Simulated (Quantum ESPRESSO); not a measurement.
The system is P.

```
P
1.0
     1.72573    0.99635    3.12968
    -1.72573    0.99635    3.12968
     0.00000   -1.99270    3.12968
P
2
Direct
  0.77292 0.77292 0.77292
  0.22708 0.22708 0.22708
```

This isn't the form of P at room conditions, which is orthorhombic.

Base run:

```yaml
Program: Quantum ESPRESSO 7.5
Functional: PBEsol
Potentials_or_basis: GBRV 1.5 PBEsol
Cutoff: 612 eV
Density_cutoff: 4898 eV
k_mesh: 9 × 9 × 9
Occupations: fermi-dirac, width 0.05 eV
Spin: no spin polarisation
```

Its results: band gap on the k mesh none (metal or under the smearing width); pressure -1.8 GPa; largest force 0.267 eV/Å.

Q: The run is repeated on the same cell with these changes: functional from PBEsol to LDA; potentials or basis from GBRV 1.5 PBEsol to GBRV 1.5 LDA. What comes out?

A: Band gap on the k mesh none (metal or under the smearing width); pressure -2.9 GPa; largest force 0.196 eV/Å.
